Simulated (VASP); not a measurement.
Input of a VASP 6.6.1 run:

File INCAR:

```
PREC     = Accurate       # precision mode
ENCUT    = 600            # plane-wave cutoff, eV
EDIFF    = 1E-7           # SCF threshold, eV
ISMEAR   = -1             # smearing method
SIGMA    = 0.05           # smearing width, eV
LREAL    = False          # projectors in reciprocal space
LASPH    = True           # aspherical terms in the spheres
NELM     = 80             # most SCF steps
ALGO     = Fast           # electronic algorithm
ISIF     = 3              # what is computed and relaxed
LWAVE    = False          # write WAVECAR
LCHARG   = False          # write CHGCAR
GGA      = PE             # functional
IBRION   = 2              # ionic algorithm
NSW      = 60             # ionic steps
EDIFFG   = -0.005         # ionic threshold
```

KPOINTS

```
regular mesh
0
Gamma
  7 7 7
```

POSCAR

```
TiSi2
1.0
    0.0000000000      4.1175163063      4.2628978354
    2.3895119538      0.0000000000      4.2628978354
    2.3895119538      4.1175163063      0.0000000000
Ti Si
2 4
Direct
    0.7500000000      0.7500000000      0.7500000000
    0.5000000000      0.5000000000      0.5000000000
    0.4125656100      0.0874343900      0.4125656100
    0.0874343900      0.4125656100      0.0874343900
    0.1625656100      0.8374343900      0.1625656100
    0.8374343900      0.1625656100      0.8374343900
```

Potentials or basis: VASP PAW PBE potentials, release 64 (Ti_sv, Si).

The run is started by

```bash
$ cat potpaw_PBE.64/Ti_sv/POTCAR potpaw_PBE.64/Si/POTCAR > POTCAR
$ mpirun -np 1 vasp_std > vasp.out
```

Problem. What does it give for the relaxed cell?

Solution. a = 5.949 Å, b = 4.916 Å, c = 4.772 Å, α = 75.75°, β = 53.22°, γ = 51.03°.

Problem. What does it give for the space group after relaxing (to 0.05 Å)?

Solution. Fddd (No. 70).

Forces on the atoms (eV/Å):
```
Ti   0.000  0.000  0.000
Ti   0.000  0.000  0.000
Si   0.000  0.004  0.000
Si   0.000 -0.004  0.000
Si   0.000  0.004  0.000
Si   0.000 -0.004  0.000
```
